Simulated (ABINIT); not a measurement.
The system is Cu.

```
CELL_PARAMETERS angstrom
-1.44279 1.44279 1.37608
1.44279 -1.44279 1.37608
1.44279 1.44279 -1.37608
ATOMIC_POSITIONS crystal
Cu 0.00000 0.00000 0.00000
```

This isn't the form of Cu at room conditions, which is fcc.

```yaml
Program: ABINIT 10.8.3 (patched build)
Task: relaxation of cell and atoms
Functional: PBE
Potentials_or_basis: JTH PAW PBE v2.0
Cutoff: 707 eV
k_mesh: 13 × 13 × 13
Occupations: fermi-dirac, width 0.05 eV
Spin: no spin polarisation
```

At the start: pressure 7.3 GPa; volume 11.46 Å³/atom.

How do energy, volume and symmetry change on relaxing?

Over 8 steps the energy falls by 12.1 meV/atom and the volume is 12.02 Å³/atom (+4.9 %); space group I4/mmm (No. 139, to 0.05 Å).

The path:
```csv
step,energy change (eV),largest force (eV/Å),pressure (GPa),volume (Å³)
1,0.0000,0.0000,7.26,11.46
2,-0.0086,0.0000,3.62,11.71
3,-0.0119,0.0000,0.25,11.99
4,-0.0119,0.0000,0.00,12.01
5,-0.0119,0.0000,-0.11,12.02
6,-0.0120,0.0000,-0.28,12.04
7,-0.0120,0.0000,-0.17,12.03
8,-0.0121,0.0000,-0.03,12.02
```

Final structure:
```xyz
1
Lattice="-1.4743 1.4743 1.3825 1.4743 -1.4743 1.3825 1.4743 1.4743 -1.3825" Properties=species:S:1:pos:R:3 pbc="T T T"
Cu    0.0000    0.0000    0.0000
```
